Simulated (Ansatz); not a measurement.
Structure optimisation: selenium, fcc

The calculation used DFT, PBEsol, plane waves (420 eV) with PAW, scalar-relativistic (Ansatz). The PAW files were generated under PBE, with cores re-solved for the functional.

k-point mesh 12×12×12, Fermi-Dirac smearing 0.1 eV, no spin polarisation. Cell and atoms relax.

Starting structure:

```yaml
crystal:
  lattice:
    - [0.0, 2.2175113317, 2.2175113317]
    - [2.2175113317, 0.0, 2.2175113317]
    - [2.2175113317, 2.2175113317, 0.0]
  atoms:
    - { symbol: Se, position: [0.0, 0.0, 0.0] }
hamiltonian:
  xc: pbesol
  pseudopotentials:
    kind: paw
    azcp:
      Se: "pseudopotentials/Se.paw.azcp"
basis:
  ecutwfc: 420
  fft_grid_basis: typed
kpoints:
  mp_grid: { grid: [12, 12, 12], shift: [0, 0, 0] }
magnetization:
  spin_polarized: false
scf:
  occupations: { method: fermi_dirac, width: 0.1 }
relax:
  max_steps: 60
  f_tol: 0.01
  cell: {}
output:
  write_density: true
  write_potential: true
  elf: true
  volumetric_format: npy
```

**Question.** What cell does the relaxation end in?

**Answer.** Fm-3m with a = 4.259 Å; 19.31 Å³ per atom against 21.81 at the start (-11.5 %).

**Question.** How much energy does the relaxation gain?

**Answer.** 67.7 meV per atom.
